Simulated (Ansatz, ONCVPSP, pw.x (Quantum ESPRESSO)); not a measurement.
pw.x on fcc La: one setting changed

Potential: optimised norm-conserving Vanderbilt (ONCV), ONCVPSP 4.0.1.1 (patched build), PBE; core [Kr] 4d10, reference 5s2 5p6 5d1 6s2; waves: 5s+6s: rc 2.70 bohr, ncon 5, nbas 10, qcut 5.8 1/bohr, 2 projectors; 5p: rc 2.25 bohr, ncon 5, nbas 9, qcut 6.4 1/bohr, 3 projectors, debl 0.25 Ha; 5d: rc 2.50 bohr, ncon 4, nbas 9, qcut 4.3 1/bohr, 2 projectors, debl 3.3 Ha; f scattering state at 0.02 Ha: rc 2.95 bohr, ncon 3, nbas 6, qcut 4.1 1/bohr, 2 projectors, debl 0.7 Ha; local part: polynomial inside 1.95 bohr (lpopt 5, dvloc0 3 Ha); core correction: polynomial model core, fcfact 0.65. In the p channel the program set the typed energies aside and used -0.823, 0.250, 0.500 Ha. In the f channel the program set the typed energies aside and used -0.160, 0.540 Ha.

The reference run (k-mesh 11³, cutoffs 50/200 Ry, Fermi–Dirac 0.01 Ry, mixing_beta 0.4, conv_thr 1e-9, no spin) gives -0.18 GPa at 36.990 Å³/atom, where all-electron LAPW gives 0.14 GPa. This run, with its own iteration cap, changes smearing to gauss.

```
&control
  calculation='scf', prefix='x', pseudo_dir='./', outdir='./tmp', tstress=.true., disk_io='none'
/
&system
  ibrav=0, nat=1, ntyp=1, ecutwfc=50, ecutrho=200, nbnd=13,
  occupations='smearing', smearing='gauss', degauss=0.01
/
&electrons
  conv_thr=1e-09, mixing_beta=0.4, electron_maxstep=60
/
ATOMIC_SPECIES
La 1.0 La.UPF
CELL_PARAMETERS angstrom
  0.00000000 2.64454795 2.64454795
  2.64454795 0.00000000 2.64454795
  2.64454795 2.64454795 0.00000000
ATOMIC_POSITIONS crystal
La 0.0000 0.0000 0.0000
K_POINTS automatic
11 11 11 0 0 0
```

```bash
pw.x < La.scf.in > La.scf.out
```

Task: How does the run end?

Result: It converges in 8 iterations; the free energy moves by +49.5 meV/atom and the pressure by -0.12 GPa. Gaussian smearing of the same width is narrower in effect than Fermi–Dirac, so its quadratic term in F is smaller.

```
Message from routine setup:
     using ibrav=0 with symmetry is DISCOURAGED, use correct ibrav instead
     lattice parameter (alat)  =       7.0675  a.u.
     unit-cell volume          =     249.6209 (a.u.)^3
     number of electrons       =        11.00
     number of Kohn-Sham states=           13
     kinetic-energy cutoff     =      50.0000  Ry
     charge density cutoff     =     200.0000  Ry
     scf convergence threshold =      1.0E-09
     Exchange-correlation= PBE
     number of k points=    56  Gaussian smearing, width (Ry)=  0.0100
     iteration #  1     ecut=    50.00 Ry     beta= 0.40
     c_bands:  2 eigenvalues not converged
     c_bands:  1 eigenvalues not converged
     c_bands:  4 eigenvalues not converged
     c_bands:  1 eigenvalues not converged
     c_bands:  1 eigenvalues not converged
     c_bands:  2 eigenvalues not converged
     [... 5 repeated lines left out ...]
     total energy              =     -91.46662873 Ry
     estimated scf accuracy    <       0.00249812 Ry
     iteration #  2     ecut=    50.00 Ry     beta= 0.40
     total energy              =     -91.46667042 Ry
     estimated scf accuracy    <       0.00047988 Ry
     iteration #  3     ecut=    50.00 Ry     beta= 0.40
     [... 8 repeated lines left out ...]
     total energy              =     -91.46676228 Ry
     estimated scf accuracy    <       0.00004134 Ry
     iteration #  4     ecut=    50.00 Ry     beta= 0.40
     [... 2 repeated lines left out ...]
     total energy              =     -91.46676831 Ry
     estimated scf accuracy    <       0.00000372 Ry
     iteration #  5     ecut=    50.00 Ry     beta= 0.40
     [... 2 repeated lines left out ...]
     total energy              =     -91.46676910 Ry
     estimated scf accuracy    <       0.00000036 Ry
     iteration #  6     ecut=    50.00 Ry     beta= 0.40
     [... 1 repeated lines left out ...]
     total energy              =     -91.46676920 Ry
     estimated scf accuracy    <       0.00000004 Ry
     iteration #  7     ecut=    50.00 Ry     beta= 0.40
     total energy              =     -91.46676921 Ry
     estimated scf accuracy    <          1.7E-09 Ry
     iteration #  8     ecut=    50.00 Ry     beta= 0.40
     the Fermi energy is    11.1966 ev
!    total energy              =     -91.46676921 Ry
     estimated scf accuracy    <          1.8E-10 Ry
     smearing contrib. (-TS)   =      -0.00139147 Ry
     The total energy is F=E-TS. E is the sum of the following terms:
     one-electron contribution =      -5.03802367 Ry
     hartree contribution      =       7.29137278 Ry
     xc contribution           =     -38.21382519 Ry
     ewald contribution        =     -55.50490166 Ry
     convergence has been achieved in   8 iterations
          total   stress  (Ry/bohr**3)                   (kbar)     P=       -3.00
     Message from routine punch:
     Nothing written, as per user request (disk_io='none')
```

The run took about 16 s on one core of a shared host (Neoverse-V1, 32 threads, 247 GiB, load 25).
